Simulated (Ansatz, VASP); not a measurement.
## Ir: VASP beside Ansatz

```
Ir
1.0
     2.57181    0.00000    0.00000
     0.00000    2.57181    0.00000
     0.00000    0.00000    2.57181
Ir
1
Direct
  0.00000 0.00000 0.00000
```

Alike in both runs: functional PBE; k mesh 13 × 13 × 13; occupations fermi-dirac, width 0.05 eV; collinear spin.

Ansatz relaxed the structure, and its values are those at the end. VASP's run is a single point on that final structure, the one shown.

|  | VASP | Ansatz |
| --- | --- | --- |
| version | VASP 6.6.1 | Ansatz 0.2.0 |
| potentials or method | VASP PAW PBE potentials, release 64 (Ir) | plane waves (420 eV) with PAW, scalar-relativistic |
| plane-wave cutoff (eV) | 520 | 420 |
| valence electrons in the cell | 9 | 17 |

```csv
,VASP,Ansatz,Ansatz less VASP
pressure (GPa),0.1,0.0,-0.14
net moment per atom (μB),0.00,0.00,-0.001
```

With one functional, cell and mesh, what is left measures potentials, basis and numerics. The two sets of potentials don't hold the same shells in valence. Ansatz warned: «seeded_moment_not_kept».

The runs have no spin-orbit coupling, so splittings on Ir are missing.
